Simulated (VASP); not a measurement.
# Ni₃Si: intraband terms of a metal's spectrum

Ni₃Si, R-3m (no. 166), 4 atoms in the cell. PBE, independent-particle dielectric function; PAW potentials Ni, Si (PBE set).

## Input

INCAR.step1:
```
PREC = Accurate
ENCUT = 320
ISMEAR = 1
SIGMA = 0.1
EDIFF = 1E-7
LASPH = T
KPAR = 4
LWAVE = F
LCHARG = T
ISPIN = 2
MAGMOM = 1 1 1 0
LMAXMIX = 4
```

INCAR.step2:
```
PREC = Accurate
ENCUT = 320
ISMEAR = 0
SIGMA = 0.3
EDIFF = 1E-6
LASPH = T
KPAR = 4
LWAVE = T
LCHARG = F
ISPIN = 2
MAGMOM = 1 1 1 0
LMAXMIX = 4
ICHARG = 11
NBANDS = 43
NEDOS = 3000
OMEGAMAX = 30
CSHIFT = 0.1
```

INCAR.step3, as INCAR.step2 but for:
```
- LWAVE = T
+ LWAVE = F
+ LOPTICS = T
+ ALGO = None
+ NELM = 1
+ ISTART = 1
```

INCAR.step4, as INCAR.step3 but for:
```
+ WPLASMAI = 0.03
```

INCAR.step5 to INCAR.step6 change the same tag again: WPLASMAI = 0.1, 0.3.

INCAR.step7, as INCAR.step6 but for:
```
- WPLASMAI = 0.3
+ RTIME = 5
```

INCAR.step8, as INCAR.step7 but for:
```
- RTIME = 5
+ RTIME = 1
```

INCAR.step9, as INCAR.step8 but for:
```
- RTIME = 1
+ LNABLA = T
```

INCAR.step10, as INCAR.step9 but for:
```
- ISMEAR = 0
- LNABLA = T
+ ISMEAR = -5
```

KPOINTS.step1:
```
k-points
0
Gamma
  12 12 12
```

KPOINTS.step2:
```
k-points
0
Gamma
  10 10 10
```

POSCAR:
```
SiNi3
1.0
    1.2928041287      0.7464008117      7.6619893310
   -1.2928041287      0.7464008117      7.6619893310
    0.0000000000     -1.4928016234      7.6619893310
Ni Si
3 1
Direct
    0.2547330000      0.2547330000      0.2547330000
    0.5000000000      0.5000000000      0.5000000000
    0.7452670000      0.7452670000      0.7452670000
    0.0000000000      0.0000000000      0.0000000000
```

Commands (each step's output is kept before the next begins):
```
cat potpaw_PBE.64/Ni/POTCAR potpaw_PBE.64/Si/POTCAR > POTCAR
cp INCAR.step1 INCAR
cp KPOINTS.step1 KPOINTS
mpirun -np 4 vasp_std > vasp.out
cp INCAR.step2 INCAR
cp KPOINTS.step2 KPOINTS
mpirun -np 4 vasp_std > vasp.out
cp INCAR.step3 INCAR
mpirun -np 4 vasp_std > vasp.out
cp INCAR.step4 INCAR
mpirun -np 4 vasp_std > vasp.out
cp INCAR.step5 INCAR
mpirun -np 4 vasp_std > vasp.out
cp INCAR.step6 INCAR
mpirun -np 4 vasp_std > vasp.out
cp INCAR.step7 INCAR
mpirun -np 4 vasp_std > vasp.out
cp INCAR.step8 INCAR
mpirun -np 4 vasp_std > vasp.out
cp INCAR.step9 INCAR
mpirun -np 4 vasp_std > vasp.out
cp INCAR.step10 INCAR
mpirun -np 4 vasp_std > vasp.out
```

## Result

- Bands: 43

One ground state, settings moved in the last step alone:

| Settings | Plasma frequency (eV) | Im ε at 0.5 eV | Im ε at 1 eV | Im ε at 2 eV | Im ε at 4 eV | Time (s) |
|---|---|---|---|---|---|---|
| interband part alone | 4.52 | 69.2 | 46.7 | 20.0 | 8.4 | 37 |
| Drude term, WPLASMAI 0.03 | 4.52 | 74.1 | 47.3 | 20.1 | 8.4 | 38 |
| Drude term, WPLASMAI 0.1 | 4.52 | 84.9 | 48.7 | 20.2 | 8.5 | 38 |
| Drude term, WPLASMAI 0.3 | 4.52 | 105.3 | 52.3 | 20.7 | 8.5 | 39 |
| relaxation time RTIME 5 fs | 4.52 | 89.3 | 49.3 | 20.3 | 8.5 | 38 |
| relaxation time RTIME 1 fs | 4.52 | 108.6 | 56.1 | 21.5 | 8.6 | 38 |
| transversal form (LNABLA) | 3.56 | 33.1 | 27.1 | 12.7 | 7.6 | 40 |
| tetrahedron method | – | – | – | – | – | no result |

VASP 6.6.1 took 740 s on 4 cores (Intel Xeon Platinum 8259CL @ 2.50GHz (Skylake/Cascade Lake)), a shared host.
